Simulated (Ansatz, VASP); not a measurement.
One calculation of Au, two programs

The input INCAR:

```
ALGO = Normal ; EDIFF = 1E-7
ENCUT = 520 ; GGA = CA
ISIF = 2 ; ISMEAR = -1
LASPH = True ; LCHARG = False
LREAL = False ; LWAVE = False
NBANDS = 12 ; NELM = 100
PREC = Accurate ; SIGMA = 0.1
```

The input KPOINTS:

```
k-points
0
Gamma
  15 15 15
```

POSCAR

```
Au
1.0
   -1.6066240767      1.6066240767      1.6066240767
    1.6066240767     -1.6066240767      1.6066240767
    1.6066240767      1.6066240767     -1.6066240767
Au
1
Direct
    0.0000000000      0.0000000000      0.0000000000
```

Input for Ansatz:

```yaml
crystal:
  lattice:
    - [-1.6066240767, 1.6066240767, 1.6066240767]
    - [1.6066240767, -1.6066240767, 1.6066240767]
    - [1.6066240767, 1.6066240767, -1.6066240767]
  atoms:
    - { symbol: Au, position: [0.0, 0.0, 0.0] }
hamiltonian:
  xc: lda
  pseudopotentials:
    kind: paw
    azcp:
      Au: "pseudopotentials/Au.paw.azcp"
basis:
  ecutwfc: 420
  fft_grid_basis: typed
kpoints:
  mp_grid: { grid: [15, 15, 15], shift: [0, 0, 0] }
magnetization:
  spin_polarized: false
scf:
  occupations: { method: fermi_dirac, width: 0.1 }
  lower_state_search: "off"
output:
  stress: true
```

Alike in both runs: task single point; functional LDA; k mesh 15 × 15 × 15; occupations fermi-dirac, width 0.1 eV; no spin polarisation.

|  | VASP | Ansatz |
| --- | --- | --- |
| version | VASP 6.6.1 | Ansatz 0.2.0 |
| potentials or method | VASP PAW LDA potentials, release 64 (Au) | plane waves (420 eV) with PAW, scalar-relativistic |
| plane-wave cutoff (eV) | 520 | 420 |
| valence electrons in the cell | 11 | 19 |

VASP gave:

- pressure (GPa): 1.0

Task: What did Ansatz give for the same quantities?

Result: Pressure (GPa): 0.5.

The two sets of potentials don't hold the same shells in valence. Ansatz warned: «pseudo_functional_mismatch».

The runs have no spin-orbit coupling, so splittings on Au are missing.
